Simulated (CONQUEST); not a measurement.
P under changes of volume

One of the cells (20.458 Å³/atom); the others are scaled copies at fixed shape and fractional positions:

```
P
1.0
     3.29549    0.00000    0.00000
     0.00000    4.54364    0.00000
     0.00000    0.00000   10.93008
P
8
Direct
  0.00000 0.58882 0.90414
  0.50000 0.58882 0.40414
  0.00000 0.41118 0.09586
  0.50000 0.41118 0.59586
  0.00000 0.08882 0.59586
  0.50000 0.08882 0.09586
  0.00000 0.91118 0.40414
  0.50000 0.91118 0.90414
```

```yaml
Program: CONQUEST 1.3
Functional: LDA
Potentials_or_basis: PseudoDojo NC LDA, DZP, grid of 32 × 48 × 108 points
k_mesh: 8 × 6 × 3
Occupations: fermi-dirac, width 0.05 eV
Spin: no spin polarisation
```

| volume (Å³/atom) | energy over the lowest point (meV/atom) | pressure (GPa) | largest force (eV/Å) |
| --- | --- | --- | --- |
| 19.230 | ? | ? | ? |
| 19.639 | 4.12 | 2.5 | 0.766 |
| 20.049 | 0.00 | 0.8 | 0.582 |
| 20.458 | 0.01 | -0.8 | 0.411 |
| 20.867 | 3.82 | -2.2 | 0.266 |
| 21.276 | 11.12 | -3.5 | 0.158 |
| 21.685 | 21.56 | -4.6 | 0.162 |

Problem. What does the run at 19.230 Å³/atom give?

Solution. Energy over the lowest point 12.90 meV/atom; pressure 4.4 GPa; largest force 0.968 eV/Å.

Worked out: A Birch-Murnaghan fit of order 3 (a polynomial in V^(-2/3)) to the other rows has its minimum at 20.25 Å³/atom with B0 = V·E''(V) = 77 GPa and B' = 3.4 at fixed shape and positions, which overstates the stiffness. It gives 12.78 meV/atom at 19.230 Å³/atom, against the run's 12.90, and -dE/dV = 4.3 GPa, against 4.4.

Energies are extrapolated to zero smearing.

Caveats: the basis of atomic orbitals isn't converged, which shifts pressures, moduli and gaps.
